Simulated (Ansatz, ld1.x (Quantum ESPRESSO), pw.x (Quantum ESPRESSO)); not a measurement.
## What a changed setting does to a pw.x run (sc Ga)

Potential: PAW, ld1.x (Quantum ESPRESSO) 7.5, PBE; core [Ar] 3d10, reference 4s2 4p1; waves: 4s (bound): rcut 1.50, rcutus 1.95 bohr; 4s channel at 1.7 Ry: rcut 1.50, rcutus 1.95 bohr; 4p (bound): rcut 2.25, rcutus 2.60 bohr; 4p channel at 0.15 Ry: rcut 2.25, rcutus 2.60 bohr; 4d channel at 0.5 Ry: rc 3.04 bohr; local part: the d channel; core correction: none; augmentation: PSQ, inside the norm-conserving radii.

The reference run (k-mesh 12³, cutoffs 40/320 Ry, Fermi–Dirac 0.01 Ry, mixing_beta 0.4, conv_thr 1e-9, no spin) gives 0.23 GPa at 20.335 Å³/atom, where all-electron LAPW gives -0.45 GPa. This run, with its own iteration cap, changes nbnd to 1, a wrong or extreme entry chosen on purpose.

```
&control
  calculation='scf', prefix='x', pseudo_dir='./', outdir='./tmp', tstress=.true., disk_io='none'
/
&system
  ibrav=0, nat=1, ntyp=1, ecutwfc=40, ecutrho=320, nbnd=1,
  occupations='smearing', smearing='fd', degauss=0.01
/
&electrons
  conv_thr=1e-09, mixing_beta=0.4, electron_maxstep=70
/
ATOMIC_SPECIES
Ga 1.0 Ga.UPF
CELL_PARAMETERS angstrom
  2.72948928 0.00000000 0.00000000
  0.00000000 2.72948928 0.00000000
  0.00000000 0.00000000 2.72948928
ATOMIC_POSITIONS crystal
Ga 0.0000 0.0000 0.0000
K_POINTS automatic
12 12 12 0 0 0
```

```bash
pw.x < Ga.scf.in > Ga.scf.out
```

Question: How does the run end?

Answer: It stops with "setup: too few bands". There must be at least as many bands as half the electrons, and more with smearing.

```
Error in routine setup (1):
     too few bands
```

The run took about 0.1 s on one core of a shared host (Neoverse-V2, 96 threads, 742 GiB, load 54).
